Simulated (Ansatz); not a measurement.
Born–Oppenheimer molecular dynamics of C₄H₉N (14 atoms, charge 0, multiplicity 1). It starts from a relaxed structure.

All numbers below come from RKS PBE/6-31G (Ansatz 0.2.0).

| Property | Result |
| --- | --- |
| ensemble | NVE (velocity Verlet) |
| time step | 1 fs |
| steps asked | 250 |
| starting velocities drawn for | 1000 K |
| seed | 69447 |

First frame:

```xyz
14
Properties=species:S:1:pos:R:3
C -0.886 0.770 0.250
C 0.008 -0.096 1.197
C 1.104 -0.687 0.255
N 0.494 -0.754 -1.097
C -0.343 0.470 -1.192
H -1.949 0.484 0.343
H -0.817 1.846 0.489
H -0.584 -0.912 1.649
H 0.439 0.493 2.025
H 1.974 -0.005 0.212
H 1.468 -1.679 0.568
H -0.080 -1.602 -1.197
H 0.297 1.306 -1.532
H -1.139 0.335 -1.942
```

Q: What does the run give?

A: The run went to its last step.

```yaml
steps_done: 250
time_covered: 250 fs
mean_temperature_over_the_second_half: 492 K
spread_of_the_potential_energy_over_the_second_half: 9.6 meV per atom
mean_potential_energy_of_the_second_half_above_the_start: 57.9 meV per atom
```

The conserved energy stayed within 3.2 meV per atom of its start (net change 2.1 meV per atom), so there is no drift, though single steps change it by up to 33 meV in the whole system, a sign of fast motions only just resolved. Over the second half the temperature averaged 0.49 of the 1000 K drawn at the start: a run that starts near a minimum puts about half its kinetic energy into the potential. A run of 0.25 ps of so small a system gives no equilibrium averages. Limits of this set-up: no polarisation functions.

Q: What happens to the structure?

A: The same pairs are bonded in the first frame and the last. Pairs count as bonded within 1.25 times the sum of covalent radii (0.12 Å more for H–H). The details hang on the random start.

Q: How do temperature and energy run in time?

A: 
```csv
time (fs),T (K),potential energy less start (eV),conserved less start (meV/atom)
0,1000,0.000,0.00
8,184,1.303,2.69
16,571,0.673,0.56
24,531,0.757,2.08
32,478,0.836,1.82
40,471,0.847,1.88
48,379,0.992,2.03
56,617,0.603,0.70
64,464,0.863,2.19
72,508,0.774,0.84
80,640,0.583,1.74
88,373,0.999,1.83
96,477,0.837,1.83
104,444,0.891,2.11
112,648,0.555,0.67
120,363,1.021,2.27
128,468,0.842,1.16
136,661,0.549,1.67
144,412,0.937,1.85
152,580,0.675,1.63
160,397,0.958,1.63
168,533,0.737,0.92
176,418,0.933,2.15
184,462,0.853,1.34
192,516,0.776,1.75
200,498,0.803,1.73
208,446,0.883,1.70
216,528,0.760,1.95
224,606,0.630,1.38
232,489,0.819,1.86
240,432,0.905,1.72
248,479,0.828,1.37
```

The run took 11 min on 1 thread of Arm Neoverse V1, on a shared host, peak memory 0.11 GiB.
